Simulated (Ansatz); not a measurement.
# I (C2/m) in Ansatz: further runs

The runs below take I through relaxation of cell and atoms, with LDA, PBE, PBEsol, RPBE, revPBE, BLYP.

Program: Ansatz 0.2.0. These are calculated values, not measurements. Logs are shortened: lines on timing, memory, paths and dates and some standing lists are left out, and cuts for length are marked.

### Step 1. The crystal as given

It takes space group C2/m (No. 12, monoclinic). Conventional cell: a = 5.077 Å, b = 7.413 Å, c = 2.880 Å, α = 90.00°, β = 124.24°, γ = 90.00°. I (site symmetry 2/m) has 2 I at 2.88 Å as nearest neighbours.

### Step 2. Relaxation of cell and atoms, LDA

input.yaml

```yaml
crystal:
  lattice:
    - [2.5383465792, -3.7066249365, 0.0]
    - [2.5383465792, 3.7066249365, 0.0]
    - [-1.620874837, 0.0, 2.3810977968]
  atoms:
    - { symbol: I, position: [0.5, 0.5, 0.5] }
kpoints:
  mp_grid: { grid: [7, 7, 11] }
scf:
  occupations: { method: fermi_dirac, width: 0.05 }
hamiltonian:
  xc: lda
  pseudopotentials: { kind: all_electron, lapw: { basis_error: 0.001 } }
output:
  forces: true
  stress: true
relax:
  f_tol: 0.005
  max_steps: 60
  cell: {}
```

Potentials or basis: all-electron LAPW, scalar-relativistic.

Command:

```console
> ansatz run input.yaml --threads 1 --pin off --max-ram 3072MiB --backend cpu --events-out ev --progress --plain --runs-dir out
```

The log of the run:

```text
Warning: RAYON_NUM_THREADS=1 ignored (pool sized by the plan → 1); use --threads N
The last accepted step is kept in <dir> (removed where the run ends without a failure and the disk answers)
LAPW: plane waves up to 8.017 Å⁻¹, error target 1.0e-3 eV per atom; small_component_spin mean_spin; I in spheres of 1.397 Å, 25 of its electrons in bands, Dirac shells [] (how accurate: hamiltonian.pseudopotentials.lapw.basis_error, Limitations)
Engine: ansatz 0.2.0, aarch64-unknown-linux-gnu
Pseudopotentials: kind: all_electron
Pseudopotential: I, LAPW, valence charge 25, lapw/all_electron/scalar/gaussian/I, Koelling and Harmon's equation, gaussian nucleus
Functional definition: SPW92
  exchange = slater_x
  correlation = pw_c
Crystal: 1 atoms, lattice volume = 44.806 Å³
Basis set: ecut = 244.87321290402159 eV, 399 PW (Γ), exchange–correlation at level 2
Bands: 17, of which v1, the nominal top of the filled ones, is band 13 counted from 1 (12 counted from 0)
Symmetry: 4 space group operations
Space group: C2/m (ITA 12), of the structure as read, at distance tolerance 3.6e-5 Å
k-points: 156 of 539
Non-local potential: I, projectors of the file, none
Initial density: superposition of atomic densities (chi_scale 0.1, normalization cell)
Initial wavefunctions: plane waves of lowest kinetic energy (no species holds an atomic orbital)
Functional: x = slater, c = lda
iter 1 solved again at ethr=5.34e-4 eV; its pass at ethr=1.00e-1 eV (dr2=1.34e-1 eV) is discarded
SCF iter   1: F=—  HF=-193484.925396 eV  |F-HF|=—  |Δ(HF+E_count)|=         —  Δρ=1.39e-2  dr2=1.32e-1  ethr=5.34e-4  ⟨swp⟩=2.6  Hψ=17397  notcnv=0
preconditioner: auto → none  [metal: Δε(μ)=0.042 eV  Ē_g=12.902 eV  σ=0.050 eV  W_gap=0.21  n_scr=10 (ndim 8)  ℏωp=14.7 eV  f_vac=0.274  D(μ)=0.33/eV (n_scr^D=0)  sad-step TF]
SCF iter   2: F=—  HF=-193484.867308 eV  |F-HF|=—  |Δ(HF+E_count)|=   5.81e-2  Δρ=8.41e-3  dr2=5.54e-2  ethr=5.28e-4  ⟨swp⟩=2.0  Hψ=7958  notcnv=0
iter 3 solved again at ethr=1.91e-6 eV; its pass at ethr=2.22e-4 eV (dr2=4.78e-4 eV) is discarded
SCF iter   3: F=—  HF=-193484.839735 eV  |F-HF|=—  |Δ(HF+E_count)|=   2.76e-2  Δρ=1.06e-3  dr2=4.76e-4  ethr=1.91e-6  ⟨swp⟩=2.0  Hψ=13734  notcnv=0
SCF iter   4: F=—  HF=-193484.839852 eV  |F-HF|=—  |Δ(HF+E_count)|=         —  Δρ=2.67e-4  dr2=4.56e-5  ethr=1.91e-6  ⟨swp⟩=3.0  Hψ=7708  notcnv=0
the basis was enlarged: its passes take 106.5 KiB over the memory plan, 1 of 1 planned eigensolver slots
SCF iter   5: F=—  HF=-193484.839802 eV  |F-HF|=—  |Δ(HF+E_count)|=   4.99e-5  Δρ=1.06e-4  dr2=6.76e-6  ethr=1.82e-7  ⟨swp⟩=2.1  Hψ=7296  notcnv=0
SCF iter   6: F=—  HF=-193484.839798 eV  |F-HF|=—  |Δ(HF+E_count)|=   3.58e-6  Δρ=1.98e-5  dr2=3.28e-7  ethr=2.70e-8  ⟨swp⟩=3.0  Hψ=7703  notcnv=0
SCF iter   7: F=-193484.839798 eV  HF=-193484.839798 eV  |F-HF|=4.52e-8  |Δ(HF+E_count)|=   5.11e-7  Δρ=8.94e-6  dr2=5.50e-8  ethr=1.31e-9  ⟨swp⟩=2.0  Hψ=7288  notcnv=0
SCF 1 converged in 7 iterations: F = -193484.839798 eV  dr2 = 5.50e-8
relax step   1: F+E_penalty+E_count = -193484.83979762 eV  Δ(F+E_penalty+E_count) = +0.000e0 eV  max|allowed force component| = 0.000e0 eV/Å  Δτ_max = 0.0000 Å  P = -1.260 GPa  Ω = 44.806 Å³  (7 SCF iters, accepted)
Crystal: 1 atoms, lattice volume = 42.018 Å³
Basis set: ecut = 255.58743876981976 eV, 399 PW (Γ), exchange–correlation at level 2
Initial density: handed on by an earlier stage of this run
Initial wavefunctions: those handed on with the density
iter 1 solved again at ethr=1.80e-6 eV; its pass at ethr=1.00e-1 eV (dr2=4.49e-4 eV) is discarded
SCF iter   1: F=—  HF=-193484.859398 eV  |F-HF|=—  |Δ(HF+E_count)|=         —  Δρ=8.91e-4  dr2=4.14e-4  ethr=1.80e-6  ⟨swp⟩=4.5  Hψ=16390  notcnv=0
preconditioner: auto → LDOS  [metal: Δε(μ)=0.019 eV  Ē_g=13.191 eV  σ=0.050 eV  W_gap=0.10  n_scr=10 (ndim 8)  ℏωp=15.2 eV  f_vac=0.211  D(μ)=0.83/eV (n_scr^D=6)  β→1.0]
SCF iter   2: F=—  HF=-193484.859163 eV  |F-HF|=—  |Δ(HF+E_count)|=   2.35e-4  Δρ=6.04e-4  dr2=1.59e-4  ethr=1.66e-6  ⟨swp⟩=3.0  Hψ=7713  notcnv=0
iter 3 solved again at ethr=3.28e-9 eV; its pass at ethr=6.36e-7 eV (dr2=8.20e-7 eV) is discarded
SCF iter   3: F=—  HF=-193484.859065 eV  |F-HF|=—  |Δ(HF+E_count)|=   9.82e-5  Δρ=4.39e-5  dr2=8.19e-7  ethr=3.28e-9  ⟨swp⟩=2.1  Hψ=12922  notcnv=0
SCF iter   4: F=—  HF=-193484.859065 eV  |F-HF|=—  |Δ(HF+E_count)|=   1.08e-7  Δρ=7.69e-6  dr2=1.31e-8  ethr=3.28e-9  ⟨swp⟩=2.0  Hψ=7288  notcnv=0
SCF iter   5: F=-193484.859065 eV  HF=-193484.859065 eV  |F-HF|=3.81e-9  |Δ(HF+E_count)|=   7.19e-8  Δρ=2.97e-6  dr2=2.42e-9  ethr=5.24e-11  ⟨swp⟩=2.4  Hψ=7354  notcnv=0
SCF 2 converged in 5 iterations: F = -193484.859065 eV  dr2 = 2.42e-9
[... 97 lines left out ...]
SCF 10 converged in 4 iterations: F = -193484.948046 eV  dr2 = 1.21e-8
relax step  10: F+E_penalty+E_count = -193484.94804619 eV  Δ(F+E_penalty+E_count) = +5.773e-3 eV  max|allowed force component| = 0.000e0 eV/Å  Δτ_max = 0.0000 Å  P = -0.104 GPa  Ω = 35.410 Å³  (4 SCF iters, rejected (line search))
Crystal: 1 atoms, lattice volume = 35.516 Å³
Basis set: ecut = 285.900772053012 eV, 399 PW (Γ), exchange–correlation at level 2
iter 1 solved again at ethr=1.37e-6 eV; its pass at ethr=1.00e-1 eV (dr2=3.41e-4 eV) is discarded
SCF iter   1: F=—  HF=-193484.955171 eV  |F-HF|=—  |Δ(HF+E_count)|=         —  Δρ=8.74e-4  dr2=3.53e-4  ethr=1.37e-6  ⟨swp⟩=4.5  Hψ=17434  notcnv=0
preconditioner: auto → Kerker (q_TF=auto, 2.573 Å⁻¹)  [metal: Δε(μ)=0.035 eV  Ē_g=13.599 eV  σ=0.050 eV  W_gap=0.17  n_scr=10 (ndim 8)  ℏωp=16.5 eV  f_vac=0.084  D(μ)=0.54/eV (n_scr^D=0)]
SCF iter   2: F=—  HF=-193484.955051 eV  |F-HF|=—  |Δ(HF+E_count)|=   1.20e-4  Δρ=5.34e-4  dr2=1.47e-4  ethr=1.37e-6  ⟨swp⟩=2.0  Hψ=7256  notcnv=0
iter 3 solved again at ethr=4.90e-8 eV; its pass at ethr=5.87e-7 eV (dr2=1.22e-5 eV) is discarded
SCF iter   3: F=—  HF=-193484.954993 eV  |F-HF|=—  |Δ(HF+E_count)|=   5.81e-5  Δρ=1.41e-4  dr2=1.22e-5  ethr=4.90e-8  ⟨swp⟩=2.0  Hψ=12588  notcnv=0
SCF iter   4: F=—  HF=-193484.954990 eV  |F-HF|=—  |Δ(HF+E_count)|=   2.63e-6  Δρ=2.69e-5  dr2=2.52e-7  ethr=4.89e-8  ⟨swp⟩=2.6  Hψ=7347  notcnv=0
SCF iter   5: F=—  HF=-193484.954990 eV  |F-HF|=—  |Δ(HF+E_count)|=   2.51e-7  Δρ=1.69e-5  dr2=1.02e-7  ethr=1.01e-9  ⟨swp⟩=2.1  Hψ=7276  notcnv=0
SCF iter   6: F=-193484.954990 eV  HF=-193484.954990 eV  |F-HF|=2.04e-9  |Δ(HF+E_count)|=   2.14e-8  Δρ=4.80e-6  dr2=1.07e-8  ethr=4.09e-10  ⟨swp⟩=2.0  Hψ=7255  notcnv=0
SCF 11 converged in 6 iterations: F = -193484.954990 eV  dr2 = 1.07e-8
relax step  11: F+E_penalty+E_count = -193484.95498985 eV  Δ(F+E_penalty+E_count) = -1.171e-3 eV  max|allowed force component| = 0.000e0 eV/Å  Δτ_max = 0.0000 Å  P = +0.024 GPa  Ω = 35.516 Å³  (6 SCF iters, accepted)
Crystal: 1 atoms, lattice volume = 35.513 Å³
Basis set: ecut = 285.9189811041755 eV, 399 PW (Γ), exchange–correlation at level 2
iter 1 solved again at ethr=2.04e-7 eV; its pass at ethr=1.00e-1 eV (dr2=5.09e-5 eV) is discarded
SCF iter   1: F=—  HF=-193484.955217 eV  |F-HF|=—  |Δ(HF+E_count)|=         —  Δρ=6.69e-5  dr2=1.25e-6  ethr=2.04e-7  ⟨swp⟩=4.8  Hψ=16288  notcnv=0
[... 5 lines left out ...]
relax step  12: F+E_penalty+E_count = -193484.95521722 eV  Δ(F+E_penalty+E_count) = -2.274e-4 eV  max|allowed force component| = 0.000e0 eV/Å  Δτ_max = 0.0000 Å  P = -0.000 GPa  Ω = 35.513 Å³  (3 SCF iters, accepted)
Crystal: 1 atoms, lattice volume = 35.526 Å³
Basis set: ecut = 285.8472683166026 eV, 399 PW (Γ), exchange–correlation at level 2
iter 1 solved again at ethr=7.61e-9 eV; its pass at ethr=1.00e-1 eV (dr2=1.90e-6 eV) is discarded
SCF iter   1: F=—  HF=-193484.955226 eV  |F-HF|=—  |Δ(HF+E_count)|=         —  Δρ=1.79e-5  dr2=1.17e-7  ethr=7.61e-9  ⟨swp⟩=4.9  Hψ=16354  notcnv=0
preconditioner: auto → Kerker (q_TF=auto, 2.573 Å⁻¹)  [metal: Δε(μ)=0.060 eV  Ē_g=13.595 eV  σ=0.050 eV  W_gap=0.29  n_scr=10 (ndim 8)  ℏωp=16.5 eV  f_vac=0.084  D(μ)=0.47/eV (n_scr^D=0)]
SCF iter   2: F=-193484.955226 eV  HF=-193484.955226 eV  |F-HF|=3.52e-9  |Δ(HF+E_count)|=   6.52e-9  Δρ=1.16e-5  dr2=5.41e-8  ethr=4.69e-10  ⟨swp⟩=2.0  Hψ=7255  notcnv=0
SCF 13 converged in 2 iterations: F = -193484.955226 eV  dr2 = 5.41e-8
relax step  13: F+E_penalty+E_count = -193484.95522578 eV  Δ(F+E_penalty+E_count) = -8.566e-6 eV  max|allowed force component| = 0.000e0 eV/Å  Δτ_max = 0.0000 Å  P = +0.006 GPa  Ω = 35.526 Å³  (2 SCF iters, accepted)
Basis set: ecut = 285.8472683166026 eV, 393 PW (Γ), exchange–correlation at level 2
iter 1 solved again at ethr=2.92e-10 eV; its pass at ethr=1.00e-1 eV (dr2=7.30e-8 eV) is discarded
SCF iter   1: F=—  HF=-193484.956257 eV  |F-HF|=—  |Δ(HF+E_count)|=         —  Δρ=2.23e-5  dr2=7.52e-8  ethr=2.92e-10  ⟨swp⟩=6.0  Hψ=19673  notcnv=0
preconditioner: auto → Kerker (q_TF=auto, 2.573 Å⁻¹)  [metal: Δε(μ)=0.060 eV  Ē_g=13.595 eV  σ=0.050 eV  W_gap=0.29  n_scr=10 (ndim 8)  ℏωp=16.5 eV  f_vac=0.081  D(μ)=0.47/eV (n_scr^D=0)]
SCF iter   2: F=-193484.956257 eV  HF=-193484.956257 eV  |F-HF|=3.59e-8  |Δ(HF+E_count)|=   1.19e-7  Δρ=1.28e-5  dr2=3.53e-8  ethr=2.92e-10  ⟨swp⟩=2.0  Hψ=7255  notcnv=0
SCF 14 converged in 2 iterations: F = -193484.956257 eV  dr2 = 3.53e-8
relax step  14: F+E_penalty+E_count = -193484.95625687 eV  Δ(F+E_penalty+E_count) = -1.031e-3 eV  max|allowed force component| = 0.000e0 eV/Å  Δτ_max = 0.0000 Å  P = -0.004 GPa  Ω = 35.526 Å³  stress off target by 4.51e-2 GPa  SCF on the basis re-selected at this cell (its energy is not comparable with the rows above)  (2 SCF iters)
basis re-selected at this cell: Δ(F+E_penalty+E_count) = -1.031e-3 eV, ΔP = -0.010 GPa vs the last step (what re-selecting the basis moved, after the strain that the cell walked since its last selection, with what the two solves' SCF thresholds leave and, on support functions, any second-order correction that the steps lacked; it is no measure of the basis error at this ecutwfc). The dense FFT grid was sized anew with the basis: this SCF ran on 24×24×18 points, the steps before it on 24×24×16, so part of this shift can come from that change (see relax.cell in the input reference). This SCF's stress stands 4.51e-2 GPa from its target on what of the cell is left free (relax.cell.stress_tol is 5.00e-2 GPa) and its largest allowed force component is 0.00e0 eV/Å (relax.f_tol is 5.00e-3 eV/Å): within both
SCF converged after 2 iterations
Free energy (F): -193484.956257 eV
Harris-Foulkes:  -193484.956257 eV  (|F-HF|=3.59e-8)
Internal energy: -193484.952301 eV  (E = F + TS)
E sigma→0 (E₀):  -193484.954279 eV
Entropy (-TS):   -0.003955 eV (-3.955 meV/atom)
Fermi energy:    9.090423 eV
--- Per-component energies (eV) ---
  E_band       = -1343.230671
  E_kinetic    = 204724.797070
  E_xc         = -4781.336509
  E_electrostatic = -393428.412862  (all electrons and nuclei)
  E_smearing   = -0.003955  (= −TS)
  E_closure    = 0.000000  (closes the sum)
  E_atoms      = -193482.988801  (free atoms, spherical and without spin; not in F)
  Σ components = -193484.956257   (vs F -193484.956257, Δ=0.00e0)
  Basis errors (estimates in eV, not in F): energy 7.3e-4 per atom: plane waves 7.2e-4 (4.1e-4 summed), levels above the bands 2.5e-75, relativity 7.5e-9, radial functions 1.0e-5, core shells 2.1e-8; eigenvalues (radial functions only) 7.2e-7; not estimated: angular momenta, meshes, grids; target (lapw.basis_error) 1.0e-3; muffin-tin radii I 1.293 Å
--- Forces (eV/Å), atoms counted from 1 ---
  atom   1  I      0.00000000     0.00000000    -0.00000000
  max |Σ_I F_I| component: 3.16e-30 eV/Å
--- Stress (GPa, compression-positive) ---
       -0.002808       0.000000      -0.036971
        0.000000       0.003892      -0.000000
       -0.036971      -0.000000      -0.012814
  P = ⅓ Tr σ = -0.0039 GPa (-0.039 kbar)
--- Relaxed structure (13 steps of the walk, 11 accepted, 1 SCFs on fresh bases) ---
  F+E_penalty+E_count = -193484.95625687 eV   max|allowed force component| = 0.000e0 eV/Å   (the final SCF, on the basis selected at the relaxed cell)
  cell:  # Å, volume = 35.5261 Å³
    - [2.1927016824363235, -3.56655342113254, -0.3565830841681067]
    - [2.1927016824363235, 3.56655342113254, -0.3565830841681067]
    - [-1.7346544456451463, -6.800344181593959e-18, 2.5534719261964374]
  atoms:
    - { symbol: I, position: [0.49999999999999994, 0.49999999999999994, 0.4999999999999999] }
```

Run time: 2.1 min. Hardware: 1 thread of Arm Neoverse V2, shared host; peak memory 0.41 GiB.

Results:

* Free energy: -193484.9563 eV
* Relaxed volume: 35.53 Å³/atom
* Relaxed cell: a = 4.202 Å, b = 4.202 Å, c = 3.087 Å, α = 111.31°, β = 111.31°, γ = 116.16°
* Space group after relaxing (to 0.05 Å): C2/m (No. 12)
* Energy gained by relaxing: 116.5 meV/atom
* Ionic steps: 12
* Pressure after relaxing: 0.0 GPa

Step by step:
```tsv
step	energy change (eV)	largest force (eV/Å)	volume (Å³)
1	0.0000	0.0000	44.81
2	-0.0193	0.0000	42.02
3	-0.0431	0.0000	38.58
4	-0.0647	0.0000	35.93
5	-0.0835	0.0000	34.41
6	-0.1012	0.0000	34.60
7	-0.1019	0.0000	34.73
8	-0.1140	0.0000	35.58
9	-0.1152	0.0000	35.52
10	-0.1154	0.0000	35.51
11	-0.1154	0.0000	35.53
12	-0.1165	0.0000	35.53
```

Final structure:
```
CELL_PARAMETERS angstrom
2.19270 -3.56655 -0.35658
2.19270 3.56655 -0.35658
-1.73465 0.00000 2.55347
ATOMIC_POSITIONS crystal
I 0.50000 0.50000 0.50000
```

Caveat: the volume moved by over 15 % at a fixed basis, so the end points are rough. Spin-orbit coupling is left out, which matters for the levels of I.

### Step 3. Relaxation of cell and atoms, PBE

input.yaml, as its differences from that of step 2:

```diff
@@ -12,3 +12,3 @@
 hamiltonian:
-  xc: lda
+  xc: pbe
   pseudopotentials: { kind: all_electron, lapw: { basis_error: 0.001 } }
```

Potentials or basis: all-electron LAPW, scalar-relativistic.

Command:

```console
> ansatz run input.yaml --threads 1 --pin off --max-ram 3072MiB --backend cpu --events-out ev --progress --plain --runs-dir out
```

The log of the run:

```text
Warning: RAYON_NUM_THREADS=1 ignored (pool sized by the plan → 1); use --threads N
The last accepted step is kept in <dir> (removed where the run ends without a failure and the disk answers)
LAPW: plane waves up to 8.010 Å⁻¹, error target 1.0e-3 eV per atom; small_component_spin mean_spin; I in spheres of 1.397 Å, 25 of its electrons in bands, Dirac shells [] (how accurate: hamiltonian.pseudopotentials.lapw.basis_error, Limitations)
Engine: ansatz 0.2.0, aarch64-unknown-linux-gnu
Pseudopotentials: kind: all_electron
Pseudopotential: I, LAPW, valence charge 25, lapw/all_electron/scalar/gaussian/I, Koelling and Harmon's equation, gaussian nucleus
Functional definition: PBE
  parameter kappa = 0.804
  parameter beta = 0.06672455060314922
  exchange = pbe_x(kappa = kappa, mu = beta*pi^2/3)
  correlation = pbe_c(beta = beta)
Crystal: 1 atoms, lattice volume = 44.806 Å³
[... 180 lines left out ...]
  atom   1  I      0.00000000     0.00000000     0.00000000
  max |Σ_I F_I| component: 9.86e-32 eV/Å
--- Stress (GPa, compression-positive) ---
        0.000522       0.000000      -0.000940
        0.000000       0.001352      -0.000000
       -0.000940      -0.000000      -0.001709
  P = ⅓ Tr σ = 0.0001 GPa (0.001 kbar)
--- Band table (eV; the first three rows and the last of 156) ---
  k-point 0: bands = ["-171.4486", "-118.6700", "-118.3438", "-118.3004", "-41.4692", "-41.3261", "-41.2903", "-41.0296", "-41.0286", "-9.8115", "1.4788", "1.8056", "7.1584", "7.6670", "10.4760", "12.0692", "13.9496"]
  k-point 1: bands = ["-171.4486", "-118.6702", "-118.3438", "-118.3003", "-41.4619", "-41.3279", "-41.2922", "-41.0294", "-41.0285", "-9.6710", "1.5955", "1.7855", "5.9545", "7.9923", "10.8037", "11.7018", "14.7749"]
  k-point 2: bands = ["-171.4486", "-118.6706", "-118.3437", "-118.3003", "-41.4424", "-41.3330", "-41.2972", "-41.0290", "-41.0279", "-9.2594", "1.8006", "1.9262", "3.7029", "8.8472", "11.3459", "11.7764", "14.6375"]
  k-point 155: bands = ["-171.4485", "-118.6721", "-118.3437", "-118.3002", "-41.3793", "-41.3491", "-41.3133", "-41.0277", "-41.0262", "-7.2047", "-1.6424", "2.6388", "3.2718", "9.1433", "10.3141", "13.1280", "14.3786"]
--- Relaxed structure (12 steps of the walk, 12 accepted, 1 SCFs on fresh bases) ---
  F+E_penalty+E_count = -193641.77607097 eV   max|allowed force component| = 0.000e0 eV/Å   (the final SCF, on the basis selected at the relaxed cell)
  cell:  # Å, volume = 55.5322 Å³
    - [2.629672300108138, -4.398030426121352, 0.014157617378993615]
    - [2.629672300108138, 4.398030426121352, 0.014157617378993615]
    - [-1.6659108034746235, 3.3567105247159785e-17, 2.3918262536012582]
  atoms:
    - { symbol: I, position: [0.5, 0.5, 0.5] }
```

Wall time 2.1 min (1 thread of Arm Neoverse V2, shared host); peak memory 0.43 GiB.

Results:

```yaml
Free_energy: -193641.7761 eV
Relaxed_volume: 55.53 Å³/atom
Relaxed_cell: a = 5.124 Å, b = 5.124 Å, c = 2.915 Å, α = 106.92°, β = 106.92°, γ = 118.25°
Space_group_after_relaxing_to_0.05_Å: C2/m (No. 12)
Energy_gained_by_relaxing: 19.0 meV/atom
Ionic_steps: 13
Pressure_after_relaxing: 0.0 GPa
Band_gap_on_the_k_mesh: none (metal or under the smearing width)
```

The path:
```csv
step,energy change (eV),largest force (eV/Å),volume (Å³)
1,0.0000,0.0000,44.81
2,-0.0084,0.0000,46.75
3,-0.0119,0.0000,48.34
4,-0.0161,0.0000,50.44
5,-0.0178,0.0000,52.77
6,-0.0184,0.0000,54.32
7,-0.0185,0.0000,55.12
8,-0.0187,0.0000,55.75
9,-0.0188,0.0000,56.23
10,-0.0189,0.0000,56.21
11,-0.0190,0.0000,55.88
12,-0.0190,0.0000,55.53
13,-0.0190,0.0000,55.53
```

Final structure:
```yaml
crystal:
  lattice:
    - [2.62967, -4.39803, 0.01416]
    - [2.62967, 4.39803, 0.01416]
    - [-1.66591, 0.00000, 2.39183]
  atoms:
    - { symbol: I, position: [0.50000, 0.50000, 0.50000] }
```

Levels at points of the mesh, in eV from the Fermi level:
```tsv
k point	band 10	band 11	band 12	band 13	band 14	band 15
(0.00, 0.00, 0.00)	-13.30	-2.01	-1.68	3.67	4.18	6.99
```

Caveat: the volume moved by over 15 % at a fixed basis, so the end points are rough; an odd number of electrons without spin polarisation forces a metal; a magnetic or distorted state may lie lower. The run has no spin-orbit coupling, so splittings on I are missing.

### Step 4. Relaxation of cell and atoms, PBEsol

input.yaml, as its differences from that of step 3:

```diff
@@ -12,3 +12,3 @@
 hamiltonian:
-  xc: pbe
+  xc: pbesol
   pseudopotentials: { kind: all_electron, lapw: { basis_error: 0.001 } }
```

Command:

```console
> ansatz run input.yaml --threads 1 --pin off --max-ram 3072MiB --backend cpu --events-out ev --progress --plain --runs-dir out
```

It took 3.2 min on 1 thread of Arm Neoverse V2, shared host; peak memory 0.41 GiB.

It converged, with:

| Property | Result |
| --- | --- |
| Free energy | -193561.2286 eV |
| Relaxed volume | 38.12 Å³/atom |
| Relaxed cell | a = 4.487 Å, b = 4.487 Å, c = 3.114 Å, α = 113.03°, β = 113.03°, γ = 115.90° |
| Space group after relaxing (to 0.05 Å) | C2/m (No. 12) |
| Energy gained by relaxing | 72.1 meV/atom |
| Ionic steps | 19 |
| Pressure after relaxing | 0.0 GPa |

The path:
| step | energy change (eV) | largest force (eV/Å) | volume (Å³) |
| --- | --- | --- | --- |
| 1 | 0.0000 | 0.0000 | 44.81 |
| 2 | -0.0027 | 0.0000 | 43.87 |
| 3 | -0.0114 | 0.0000 | 40.95 |
| 4 | -0.0235 | 0.0000 | 38.52 |
| 5 | -0.0397 | 0.0000 | 36.81 |
| 6 | -0.0553 | 0.0000 | 35.83 |
| 7 | -0.0659 | 0.0000 | 36.82 |
| 8 | -0.0683 | 0.0000 | 37.17 |
| 9 | -0.0686 | 0.0000 | 37.21 |
| 10 | -0.0688 | 0.0000 | 37.54 |
| 11 | -0.0690 | 0.0000 | 37.76 |
| 12 | -0.0690 | 0.0000 | 37.80 |
| 13 | -0.0691 | 0.0000 | 37.91 |
| 14 | -0.0694 | 0.0000 | 38.43 |
| 15 | -0.0700 | 0.0000 | 39.01 |
| 16 | -0.0708 | 0.0000 | 38.51 |
| 17 | -0.0710 | 0.0000 | 38.20 |
| 18 | -0.0710 | 0.0000 | 38.12 |
| 19 | -0.0721 | 0.0000 | 38.12 |

Final structure:
```yaml
crystal:
  lattice:
    - [2.34399, -3.80280, -0.41868]
    - [2.34399, 3.80280, -0.41868]
    - [-1.88951, 0.00000, 2.47559]
  atoms:
    - { symbol: I, position: [0.50000, 0.50000, 0.50000] }
```

(Continued in part 2 of 2.)
